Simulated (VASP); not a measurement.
Here is a VASP 6.6.1 calculation.

The input INCAR:

```
SYSTEM = InSe
ALGO = Normal ; EDIFF = 1E-6
EDIFFG = -0.01 ; ENCUT = 600
GGA = PE ; IBRION = 2
ISIF = 3 ; ISMEAR = 0
IVDW = 12 ; KPAR = 2
LASPH = .True. ; LCHARG = .False.
LREAL = .False. ; LWAVE = .False.
NELM = 80 ; NSW = 90
PREC = Accurate ; SIGMA = 0.03
```

Contents of KPOINTS:

```
k-points
0
Gamma
  9 9 2
  0 0 0
```

The input POSCAR:

```
InSe
1.0
    4.0500000000      0.0000000000      0.0000000000
   -2.0250000000      3.5074028853      0.0000000000
    0.0000000000      0.0000000000     16.9300000000
In Se
4 4
Direct
    0.3333333333      0.6666666667      0.1570000000
    0.6666666667      0.3333333333      0.6570000000
    0.3333333333      0.6666666667      0.3430000000
    0.6666666667      0.3333333333      0.8430000000
    0.3333333333      0.6666666667      0.6020000000
    0.6666666667      0.3333333333      0.1020000000
    0.3333333333      0.6666666667      0.8980000000
    0.6666666667      0.3333333333      0.3980000000
```

Potentials or basis: VASP PAW PBE potentials, release 64 (In_d, Se).

Run with:

```console
$ cat potpaw_PBE.64/In_d/POTCAR potpaw_PBE.64/Se/POTCAR > POTCAR
$ mpirun -np 2 vasp_std > vasp.out
```

(1) Predict the band gap on the k mesh.

(2) Predict the space group after relaxing (to 0.05 Å).

(3) Estimate the relaxed volume.

Answers

(1) 0.35 eV, direct.

(2) P6_3/mmc (No. 194).

(3) 29.51 Å³/atom.

Caveat: spin-orbit coupling is left out, which moves the levels of the heavy elements.
